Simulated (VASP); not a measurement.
BN, 2 atoms in the cell. The cell holds a slab with vacuum, 2 atoms: a = 2.504 Å, b = 2.504 Å, c = 18.000 Å, α = 90.00°, β = 90.00°, γ = 120.00°. 

- Program: VASP 6.6.1
- Task: relaxation of cell and atoms
- Functional: PBEsol
- Potentials or basis: VASP PAW PBE potentials, release 64 (B, N)
- Cutoff: 600 eV
- k mesh: 15 × 15 × 1
- Occupations: gaussian, width 0.03 eV
- Spin: no spin polarisation
- Further INCAR settings: ALGO = Normal; EDIFF = 1e-07; IBRION = 2; EDIFFG = -0.005; NSW = 90; ISIF = 3

Potentials or basis: VASP PAW PBE potentials, release 64 (B, N).

The run is started by

```console
$ cat potpaw_PBE.64/B/POTCAR potpaw_PBE.64/N/POTCAR > POTCAR
$ mpirun -np 1 vasp_std > vasp.out
```

Hardware: 1 thread of AMD EPYC 9R45 96-Core Processor (Zen 5), on a shared host.

Estimate the wall time of this run.

Run time: 20 s on 1 thread of AMD EPYC 9R45 96-Core Processor (Zen 5), with other jobs on the host, peak memory 0.2 GiB. Counts: scf iterations 21, k points 27, ion steps 1.
